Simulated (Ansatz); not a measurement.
Strain and the gap of SnSe2 (CdI2 type)

SnSe2 in the CdI2 structure, relaxed with r2SCAN+rVV10 in the plane-wave code Ansatz. It is trigonal, P-3m1 (No. 164); conventional cell a = 3.825 Å, c = 6.227 Å, 26.30 Å³ an atom. Sn is surrounded by 6 Se at 2.71 Å; Se is surrounded by 3 Sn at 2.71 Å.

The axes x, y and z are those of this cell:
```
Sn Se
1.0
     3.82515    0.00000    0.00000
    -1.91257    3.31268    0.00000
     0.00000    0.00000    6.22708
Sn Se
1 2
Direct
  0.00000 0.00000 0.00000
  0.33333 0.66667 0.25308
  0.66667 0.33333 0.74692
```

Unstrained: The PBE gap is indirect, 0.629 eV (k = (-0.089, 0.172, 0) to k = (0, 0.458, 0.344)), below the direct gap of 1.132 eV at Γ. The r2SCAN gap is indirect, 0.916 eV (k = (-0.089, 0.172, 0) to k = (0, 0.458, 0.344)), below the direct gap of 1.491 eV at k = (0, 0.417, 1/4). HSE06 gives an indirect gap of 1.296 eV, from k = (-0.089, 0.172, 0) to k = (0, 0.458, 0.344); the least direct gap is 1.884 eV at k = (0, 0.458, 0.344). Meshes: PBE 12×12×4, r2SCAN 12×12×4, HSE06 6×6×4. Strains are changes of length per length, and xy shears are angles. After each strain the atoms were relaxed again with r2SCAN+rVV10 within the symmetry that the strain leaves, so tilts or polar shifts that break it weren't tested; points keep the names that they have in the unstrained zone. The values are computed, spin-unpolarised, and not measurements.

Changes of the least gap in eV (an overlap counts as a negative gap):
```
                                                      strain  volume change (%)  space group     PBE  r2SCAN   HSE06
                            isotropic -1.0 % on every length               -3.0        P-3m1  -0.049  -0.039  -0.083
                 xy shear, engineering strain (angle) +4.0 %                0.0          P-1  -0.213  -0.224  -0.267
                                     uniaxial -1.0 % along x               -1.0         C2/m  -0.060  -0.056  -0.098
                                     uniaxial +0.5 % along z               +0.5        P-3m1  +0.018  +0.022  -0.016
epitaxial +5.0 % in the xy plane, free normal strain -5.46 %               +4.2        P-3m1  -0.639  -0.682  -0.747
```

Isotropic -1.0 % on every length. HSE06: the gap goes from 1.296 to 1.213 eV (-0.083 eV); the edges go from (-0.089, 0.172, 0) → (0, 0.458, 0.344) to (0, 0.148, -0.143) → (0, 0.453, 0.346). Stress change with PBE, compression positive: xx +1.63, yy +1.63, zz +0.71 GPa.

Xy shear, engineering strain (angle) +4.0 %. HSE06: the gap goes from 1.296 to 1.029 eV (-0.267 eV); the edges go from (-0.089, 0.172, 0) → (0, 0.458, 0.344) to (0.169, 0, 0.122) → (0.456, -0.458, 0.328). Stress change with PBE, compression positive: xx +0.02, yy +0.18, zz +0.01, xy -1.51, xz +0.15 GPa.

Uniaxial -1.0 % along x, other directions held. HSE06: the gap goes from 1.296 to 1.198 eV (-0.098 eV); the edges go from (-0.089, 0.172, 0) → (0, 0.458, 0.344) to (0, 0.154, -0.141) → (0.458, 0, -0.346). Stress change with PBE, compression positive: xx +1.10, yy +0.30, zz +0.16, yz -0.05 GPa.

Uniaxial +0.5 % along z, other directions held. HSE06: the gap goes from 1.296 to 1.280 eV (-0.016 eV); the edges go from (-0.089, 0.172, 0) → (0, 0.458, 0.344) to (0, 0.154, -0.138) → (0, 0.458, 0.346). Stress change with PBE, compression positive: xx -0.09, yy -0.09, zz -0.16 GPa.

Epitaxial +5.0 % in the xy plane, free normal strain -5.46 %. PBE: gap 0.63 before, none (overlap 0.01) after (eV); it has closed. HSE06: the gap goes from 1.296 to 0.549 eV (-0.747 eV); the edges go from (-0.089, 0.172, 0) → (0, 0.458, 0.344) to Γ–K (0.12) → Γ. Stress change with PBE, compression positive: xx -4.84, yy -4.84, zz -0.63 GPa.

Spin-orbit coupling is left out, which matters wherever the heavy atoms make up the band edges.

Where an edge lies off the special points, it is a point of the mesh or the k point where a search put PBE's edge or least direct gap, reused for the other functionals, whose own edges may lie a little apart.

Coordinates of k points refer to the reciprocal vectors of the primitive cell of the runs.

The meshes of the hybrids are coarse, so their gaps aren't converged to the digits shown.
